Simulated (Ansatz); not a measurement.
ZnS at 2 GPa: from Born charge to LO–TO splitting and polaron coupling

Computed with DFT PBE, scalar-relativistic, plane waves, PAW in Ansatz 0.2.0. Settings: 420 eV plane-wave cutoff, Γ-centred 10×10×10 mesh, fixed occupations. No spin polarisation. Phonons by linear response, acoustic sum rule imposed.

The cell, relaxed at 2 GPa:
```
Zn S
1.0
     0.00000    2.69734    2.69734
     2.69734    0.00000    2.69734
     2.69734    2.69734    0.00000
Zn S
1 1
Cartesian
  0.0000 0.0000 0.0000
  4.0460 4.0460 4.0460
```

Linear response gives ν_TO = 272.9 cm⁻¹, Born charges ±1.987 e (positive on Zn) and ε∞ = 5.930. The primitive cell holds 39.250 Å³, and the masses are 65.380 and 32.060 amu.

Problem. Find ν_LO and the static dielectric constant.

Solution. The long-wave field adds a restoring force: ω_LO² − ω_TO² = Z*²e²/(ε_vac ε∞ μV). In these units ν_LO² − ν_TO² = 4.92064×10⁷ Z*²/(μ V ε∞) cm⁻², with μ = m₁m₂/(m₁ + m₂) = 21.512 amu: 38811 cm⁻². So ν_LO = √(272.9² + 38811) = 336.5 cm⁻¹, and the run gives 336.6. Lyddane–Sachs–Teller then gives ε0 = ε∞ (ν_LO/ν_TO)² = 9.02, against 9.02 in the run (it forms both from the same three quantities, so the match checks the arithmetic only). Between ν_TO and ν_LO the dielectric function is negative and an undamped crystal reflects fully: a reststrahlen band from 29.7 to 36.6 μm.

Problem. What do the Clausius–Mossotti polarisability and the Szigeti charge come to?

Solution. With the Lorentz local field, α = (3V/4π)(ε∞ − 1)/(ε∞ + 2) = 5.83 Å³ for the pair, and e_S = 3Z*/(ε∞ + 2) = 0.75 e. The Born charge includes the electrons' response to the dipole's own local field, and e_S takes that enhancement out. The Lorentz field assumes point-like polarisable ions, a poor picture once ε∞ is this large, since the electron clouds then overlap or are shared, so both numbers are formal here.

Problem. How strongly does a slow electron couple to the LO mode?

Solution. For one isotropic parabolic band, Fröhlich's constant is α_F = (1/ε∞ − 1/ε0) √(m* Ry/ħω_LO), with Ry = 13.606 eV, ħω_LO = 41.7 meV and m* in free-electron masses: α_F = 0.0578 × 18.06 × √m* = 1.04 √m*. The band mass isn't part of this run; for m* = 0.1, 0.3 and 1 it gives 0.33, 0.57, 1.04. In weak coupling the polaron lies α_F ħω_LO below the band edge (24 meV at m* = 0.3) with a mass m*(1 + α_F/6); past α_F of about 5 or 6 that expansion fails. A semilocal functional's ε∞ tends to be too large, which taken alone lowers α_F.

Cost: 1 run of about 2.7 core-minutes, on Intel Xeon Processor @ 2.50GHz (Skylake/Cascade Lake) (shared hosts).

The LO–TO splitting marks ZnS as a polar but substantially covalent semiconductor. A Born charge of 1.987 e lies close to the formal valence of Zn, yet it doesn't imply fully ionic Zn²⁺ and S²⁻: it is a dynamical charge, and includes the electron density that shifts along the Zn–S bonds as the sublattices move. The same polarisable valence electrons screen the long-range field, which limits the splitting and leaves the lattice with the smaller share of the static dielectric constant of 9.02. That modest ionic share also keeps the Fröhlich coupling weak to intermediate for the masses considered, consistent with a large electron polaron rather than a self-trapped one.

The LO frequency of 336.6 cm⁻¹ is below the accepted ambient-pressure value, although compression should raise it. Overscreening linked to the underestimated PBE gap is the probable main cause, perhaps with some softness in the short-range forces. With only one pressure computed, the pressure dependence of the splitting remains open.
